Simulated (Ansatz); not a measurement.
## Os in Ansatz: the effect of target pressure

Os:

```
Os
1.0
     2.73410    0.00000    0.00000
    -1.36705    2.36780    0.00000
     0.00000    0.00000    4.31970
Os
2
Direct
  0.66667 0.33333 0.75000
  0.33333 0.66667 0.25000
```

Alike in all runs:

```yaml
Program: Ansatz 0.2.0
Task: relaxation of cell and atoms
Functional: PBEsol
Potentials_or_basis: all-electron LAPW, scalar-relativistic
Basis_error_allowed: 0.001 eV/atom
k_mesh: 11 × 11 × 6
Occupations: fermi-dirac, width 0.05 eV
Spin: no spin polarisation
```

Each run relaxes the cell or the atoms first.

```csv
target pressure,relaxed volume (Å³/atom)
0 GPa,13.89
5 GPa,?
10 GPa,13.59
20 GPa,13.32
30 GPa,13.08
```

Task: What does the run with target pressure 5 GPa give?

Result: Relaxed volume 13.74 Å³/atom.

Worked out: In Murnaghan's law V^(-B') rises as a straight line in P. The other rows fit best with B' = 4.5, V0 = 13.89 Å³/atom and B0 = 434 GPa, which gives 13.74 Å³/atom at 5 GPa, against the run's 13.74.
